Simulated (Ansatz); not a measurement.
**PbS under changes of volume**

One of the cells (26.664 Å³/atom); the others are scaled copies at fixed shape and fractional positions:

```
CELL_PARAMETERS angstrom
2.07995 -5.99130 0.00000
2.07995 5.99130 0.00000
0.00000 0.00000 4.27932
ATOMIC_POSITIONS crystal
Pb 0.13056 0.86944 0.25000
Pb 0.86944 0.13056 0.75000
S 0.35480 0.64520 0.25000
S 0.64520 0.35480 0.75000
```

Measurements of this composition are mostly on another form, of space group No. 225.

- Program: Ansatz 0.2.0
- Functional: LDA
- Potentials or basis: Ansatz PAW
- Cutoff: 420 eV (not typed: the program's choice for these potentials)
- k mesh: 7 × 7 × 6
- Occupations: fermi-dirac, width 0.05 eV
- Spin: no spin polarisation

| volume (Å³/atom) | energy over the lowest point (meV/atom) | pressure (GPa) | gap on the mesh (eV) | largest force (eV/Å) |
| --- | --- | --- | --- | --- |
| 25.064 | 0.00 | -0.1 | 0.98 | 0.282 |
| 25.597 | 2.59 | -1.4 | 1.03 | 0.141 |
| 26.130 | 9.12 | -2.5 | 1.07 | 0.023 |
| 26.664 | 19.17 | -3.5 | 1.11 | 0.113 |
| 27.197 | 32.35 | -4.4 | 1.15 | 0.227 |
| 27.730 | 48.33 | -5.2 | 1.18 | 0.333 |
| 28.263 | ? | ? | ? | ? |

Q: What does the run at 28.263 Å³/atom give?

A: Energy over the lowest point 66.79 meV/atom; pressure -5.9 GPa; gap on the mesh 1.19 eV; largest force 0.432 eV/Å.

Worked out: A Birch-Murnaghan fit of order 3 (a polynomial in V^(-2/3)) to the other rows has its minimum at 25.01 Å³/atom, just outside them, with B0 = V·E''(V) = 63 GPa and B' = 4.3 at fixed shape and positions, which overstates the stiffness. It gives 66.81 meV/atom at 28.263 Å³/atom, against the run's 66.79, and -dE/dV = -5.9 GPa, against -5.9. A straight line through the other rows of the gap, of slope 1.98 eV per unit of ln V, extrapolates to 1.22 eV, against the run's 1.19.

Energies are extrapolated to zero smearing.

Caveats: odd divisions of the mesh miss points on the zone boundary, where band edges often lie, so the gap on the mesh can be too wide; spin-orbit coupling is left out, which as a rule narrows the gap of such compounds by several tenths of an eV; the PAW data sets come from PBE, with cores solved anew for the run's functional, which leaves a small shift of forces and pressure.

A mesh can miss the band edges.
